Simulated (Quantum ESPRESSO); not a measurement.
BP:

```
CELL_PARAMETERS angstrom
0.00000 2.26900 2.26900
2.26900 0.00000 2.26900
2.26900 2.26900 0.00000
ATOMIC_POSITIONS crystal
P 0.75000 0.75000 0.75000
B 0.00000 0.00000 0.00000
```

* Program: Quantum ESPRESSO 7.5
* Task: phonons
* Functional: PBE
* Potentials or basis: JTH 2.0 PBE
* Cutoff: 707 eV
* Density cutoff: 4245 eV
* k mesh: 8 × 8 × 8, shifted
* Occupations: fermi-dirac, width 0.05 eV
* Spin: no spin polarisation
* Mixing beta: 0.5
* Most SCF iterations: 120
* SCF threshold: 4e-10 Ry

The first run showed a gap, so the response started from a second, tighter run with fixed occupations.

Q: Which optical modes does the crystal have at the zone centre, and which show in infrared and Raman spectra?

A: The optical modes are T2. Infrared active: T2. Raman active: T2.

Optical modes at Γ, degenerate ones joined, polar ones without the macroscopic field:
```
cm⁻¹  components  symmetry     active in  IR intensity, summed ((D/Å)²/amu)
 806           3        T2  IR and Raman                               2.19
```

Zone-centre frequencies without and with the macroscopic field along z (cm⁻¹):
|  | optical modes in rising order |
| --- | --- |
| without | 806 806 806 |
| with the field | 806 806 810 |

Born effective charge tensors (e):
atom 1, P
```
0.50 0.00 0.00
0.00 0.50 0.00
0.00 0.00 0.50
```
atom 2, B
```
-0.50  0.00  0.00
 0.00 -0.50  0.00
 0.00  0.00 -0.50
```
